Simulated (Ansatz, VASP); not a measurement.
**One calculation of SrO, two programs**

File INCAR:

```
SYSTEM = SrO
PREC     = Accurate       ! precision mode
ENCUT    = 520            ! plane-wave cutoff, eV
EDIFF    = 1E-6           ! SCF threshold, eV
ISMEAR   = 0              ! smearing method
SIGMA    = 0.02           ! smearing width, eV
LREAL    = .False.        ! projectors in reciprocal space
LASPH    = .True.         ! aspherical terms in the spheres
NELM     = 100            ! most SCF steps
ALGO     = Fast           ! electronic algorithm
ISIF     = 2              ! what is computed and relaxed
LWAVE    = .False.        ! write WAVECAR
LCHARG   = .False.        ! write CHGCAR
GGA      = PE             ! functional
NBANDS   = 24             ! bands
```

The input KPOINTS:

```
Automatic mesh
0
Gamma
  9 9 6
  0 0 0
```

Contents of POSCAR:

```
SrO
1.0
    3.5246841211      0.0000000000      0.0000000000
   -1.7623420605      3.0524659892      0.0000000000
    0.0000000000      0.0000000000      6.3537738024
Sr O
2 2
Direct
    0.3333333300      0.6666666700      0.2500000000
    0.6666666700      0.3333333300      0.7500000000
    0.0000000000      0.0000000000      0.0000000000
    0.0000000000      0.0000000000      0.5000000000
```

Input for Ansatz:

```yaml
crystal:
  lattice:
    - [3.5246841211, 0.0, 0.0]
    - [-1.7623420605, 3.0524659892, 0.0]
    - [0.0, 0.0, 6.3537738024]
  atoms:
    - { symbol: Sr, position: [0.33333333, 0.66666667, 0.25] }
    - { symbol: Sr, position: [0.66666667, 0.33333333, 0.75] }
    - { symbol: O, position: [0.0, 0.0, 0.0] }
    - { symbol: O, position: [0.0, 0.0, 0.5] }
basis:
  ecutwfc: 420
kpoints:
  mp_grid: { grid: [9, 9, 6] }
hamiltonian:
  xc: pbe
scf:
  occupations: { method: gaussian, width: 0.02 }
output:
  forces: true
  stress: true
  eigenvalues: true
```

Alike in both runs: task single point; functional PBE; k mesh 9 × 9 × 6; occupations gaussian, width 0.02 eV; no spin polarisation.

|  | VASP | Ansatz |
| --- | --- | --- |
| version | VASP 6.6.1 | Ansatz 0.2.0 |
| potentials or method | VASP PAW PBE potentials, release 64 (Sr_sv, O) | scalar-relativistic, plane waves, PAW |
| plane-wave cutoff (eV) | 520 | 420 |
| valence electrons in the cell | 32 | 32 |

|  | VASP | Ansatz | Ansatz less VASP |
| --- | --- | --- | --- |
| gap on the k mesh at the Fermi level (eV) | 3.15 | 3.15 | +0.005 |
| least direct gap on the mesh (eV) | 3.15 | 3.15 | +0.005 |
| pressure (GPa) | 1.2 | 0.7 | -0.54 |
| largest component of the traceless stress (GPa) | 3.91 | 3.90 | -0.010 |

With one functional, cell and mesh, what is left measures potentials, basis and numerics.

Caveats: an odd mesh through Γ misses points on the zone boundary, where band edges often lie.
